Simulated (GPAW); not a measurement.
TePb:

```
CELL_PARAMETERS angstrom
4.00229 0.00000 0.00000
0.00000 4.00229 0.00000
0.00000 0.00000 4.00229
ATOMIC_POSITIONS crystal
Pb 0.00000 0.00000 0.00000
Te 0.50000 0.50000 0.50000
```

Measurements of this composition are mostly on another form, of space group No. 225.

Base run:

* Program: GPAW 26.7.0
* Functional: PBE
* Potentials or basis: GPAW PAW data sets (gpaw-data 1.2.1)
* Cutoff: 450 eV
* Basis: pw
* k mesh: 6 × 6 × 6
* Occupations: fermi-dirac, width 0.05 eV
* Spin: no spin polarisation

Its results: band gap on the k mesh none (metal or under the smearing width); pressure -1.1 GPa.

Q: The run is repeated on the same cell with these changes: functional from PBE to PBEsol; potentials or basis from GPAW PAW data sets (gpaw-data 1.2.1) to PAW data sets generated in the run's folder for this functional. What comes out?

A: Band gap on the k mesh none (metal or under the smearing width); pressure -3.8 GPa.

Caveats: the cutoff is short for stress and forces, so pressures can be off by a GPa or more.
